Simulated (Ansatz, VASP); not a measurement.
# One calculation of Ge, two programs

```
Ge
1.0
    -4.14916    4.14916    4.14916
     4.14916   -4.14916    4.14916
     4.14916    4.14916   -4.14916
Ge
6
Direct
  0.62500 0.25000 0.87500
  0.87500 0.62500 0.25000
  0.75000 0.62500 0.87500
  0.25000 0.87500 0.62500
  0.87500 0.75000 0.62500
  0.62500 0.87500 0.75000
```

Alike in both runs: functional PBE; k mesh 6 × 6 × 6; occupations gaussian, width 0.1 eV; no spin polarisation.

Ansatz relaxed the structure, and its values are those at the end. VASP's run is a single point on that final structure, the one shown.

|  | VASP | Ansatz |
| --- | --- | --- |
| version | VASP 6.6.1 | Ansatz 0.2.0 |
| potentials or method | VASP PAW PBE potentials, release 64 (Ge_d) | scalar-relativistic, plane waves, PAW |
| plane-wave cutoff (eV) | 520 | 420 |
| valence electrons in the cell | 84 | 84 |

|  | VASP | Ansatz | Ansatz less VASP |
| --- | --- | --- | --- |
| gap on the k mesh at the Fermi level (eV) | none | none | - |
| pressure (GPa) | 0.0 | 0.0 | +0.01 |

A gap of «none» marks a metal or a gap that the smearing closes. With one functional, cell and mesh, what is left measures potentials, basis and numerics. Ansatz warned: «xc_potential_rough_in_thin_density».
